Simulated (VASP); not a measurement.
A run of VASP 6.6.1:

The input INCAR:

```
  PREC = Accurate
  ENCUT = 900
  EDIFF = 1E-8
  ISMEAR = 0
  SIGMA = 0.05
  LREAL = F
  LASPH = T
  NELM = 100
  ALGO = Normal
  ISIF = 2
  LWAVE = F
  LCHARG = F
  GGA = PE
  ADDGRID = F
```

The input KPOINTS:

```
regular mesh
0
Gamma
  8 8 8
```

The input POSCAR:

```
BaTiO3
1.0
    4.0060000000      0.0000000000      0.0000000000
    0.0000000000      4.0060000000      0.0000000000
    0.0000000000      0.0000000000      4.0060000000
Ba Ti O
1 1 3
Direct
    0.4701120000      0.5031600000      0.5056990000
   -0.0202070000      0.0016430000     -0.0204470000
   -0.0270160000     -0.0188640000      0.5097340000
   -0.0003670000      0.4971430000     -0.0056670000
    0.4958670000     -0.0087980000      0.0064420000
```

Potentials or basis: VASP PAW PBE potentials, release 64 (Ba_sv, Ti_sv, O).

Command:

```sh
$ cat potpaw_PBE.64/Ba_sv/POTCAR potpaw_PBE.64/Ti_sv/POTCAR potpaw_PBE.64/O/POTCAR > POTCAR
$ mpirun -np 1 vasp_std > vasp.out
```

Hardware: 1 thread of Intel(R) Xeon(R) 6975P-C (Granite Rapids), with other jobs on the host.

Estimate the wall time of this run.

Run time: 12 min on 1 thread of Intel(R) Xeon(R) 6975P-C (Granite Rapids), on a shared host, peak memory 0.97 GiB. Counts: scf iterations 20, k points 260.
